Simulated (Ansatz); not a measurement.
**GaN: equation of state with LDA**

Crystal: GaN.

```
Ga N
1.0
     3.18000    0.00000    0.00000
    -1.59000    2.75396    0.00000
     0.00000    0.00000    5.16600
Ga N
2 2
Direct
  0.66667 0.33333 0.50000
  0.33333 0.66667 0.00000
  0.66667 0.33333 0.87500
  0.33333 0.66667 0.37500
```

- Program: Ansatz 0.2.0
- Task: equation of state
- Functional: LDA
- Potentials or basis: all-electron LAPW, scalar-relativistic
- Basis error allowed: 0.002 eV/atom
- k mesh: 10 × 10 × 5
- Occupations: fermi-dirac, width 0.05 eV
- Spin: no spin polarisation

The equilibrium volume is 11.06 Å³/atom and the bulk modulus at fixed shape and positions is 202 GPa. The pressure derivative of the bulk modulus is 4.4.

Energy against volume, from the lowest point:
| volume (Å³/atom) | energy (meV/atom) |
| --- | --- |
| 10.632 | 11.37 |
| 10.858 | 2.45 |
| 11.084 | 0.00 |
| 11.310 | 3.34 |
| 11.537 | 11.86 |
| 11.763 | 25.03 |
| 11.989 | 42.36 |

All runs of the series together: 2.5 min on 2 threads of Arm Neoverse V2 (shared host).

Caveat: the cell was scaled at fixed shape and fractional positions, which overstates the stiffness of a crystal with free parameters, most of all of layers and chains.
